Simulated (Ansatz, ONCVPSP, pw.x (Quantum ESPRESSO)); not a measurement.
nitrogen: does the ONCV potential hold in the solid?

| Property | Result |
| --- | --- |
| Element | nitrogen (N) |
| Generator | ONCVPSP 4.0.1.1 (patched build) |
| Type | optimised norm-conserving Vanderbilt (ONCV) |
| Functional | PBE |
| Relativity | scalar-relativistic |
| Frozen core | [He] |
| Valence charge | 5 |
| Reference configuration | 2s2 2p3 |
| Partial waves | 2s: rc 0.75 bohr, ncon 3, nbas 7, qcut 8.9 1/bohr, 1 projector; 2p: rc 1.80 bohr, ncon 4, nbas 8, qcut 8.2 1/bohr, 2 projectors, debl 1.6 Ha; d scattering state at 0.19 Ha: rc 1.80 bohr, ncon 4, nbas 7, qcut 5.6 1/bohr, 2 projectors, debl 2.7 Ha |
| Local potential | polynomial inside 0.60 bohr (lpopt 5, dvloc0 6 Ha) |
| Core correction | none |

Atomic tests: cutoffs needed: 30 Ha and 39 Ha (the cutoffs (Ha) at which the residual kinetic energy of the hardest occupied pseudo-wave falls to 1 and 0.1 mHa per electron); ghost test: no bound ghost flagged; no localised positive-energy state flagged; configuration tests: 1 of 4 tests not solved or not reliable.

Crystal test: bcc N in pw.x 7.5, no spin, 18³ k-points, Fermi–Dirac smearing 0.01 Ry, cutoffs 90/360 Ry. The reference is all-electron LAPW (Ansatz 0.2.0) with the same functional, mesh and smearing; V0 and B0 come from Birch–Murnaghan fits to the pressures at five volumes. Errors are pseudo minus all-electron; Δ is the rms difference of the E(V) curves that follow from these fits, minima aligned, over ±6 % about the mean V0. Mesh and smearing are coarse, so the numbers serve the comparison and aren't converged zero-temperature values; the lattice is a test structure that the element need not adopt. Spin polarisation is left out.

All-electron: a0 = 2.438 Å (V0 = 7.24 Å³/atom), B0 = 184.8 GPa.

How far does the potential miss the all-electron equation of state?

mean pressure error (GPa): -0.31; a0 (Å): 2.436; a0 error (%): -0.05; B0 error (%): -0.3; Δ (meV/atom): 0.5. Atomic configuration tests: 1 of 4 tests not solved or not reliable.

```json
{"V (Å³/atom)": "6.885", "P all-electron (GPa)": "10.40", "P pseudo (GPa)": "10.01"}
{"V (Å³/atom)": "7.066", "P all-electron (GPa)": "4.82", "P pseudo (GPa)": "4.47"}
{"V (Å³/atom)": "7.247", "P all-electron (GPa)": "-0.09", "P pseudo (GPa)": "-0.39"}
{"V (Å³/atom)": "7.428", "P all-electron (GPa)": "-4.43", "P pseudo (GPa)": "-4.69"}
{"V (Å³/atom)": "7.609", "P all-electron (GPa)": "-8.24", "P pseudo (GPa)": "-8.47"}
```

At the middle volume, how do free energy and pressure move when the wave cutoff is lowered (ecutrho kept at four times it)?

```tsv
cutoff (Ry)	shift of F (meV/atom)	shift of P (GPa)
40	+655.5	-46.32
54	+122.2	-12.37
72	+7.8	-1.54
```

The run at the middle volume (195 k-points, 6 iterations) took about 13 s on one core of a shared host (Intel(R) Xeon(R) Processor @ 2.60GHz, 24 threads, 31 GiB, load 4).
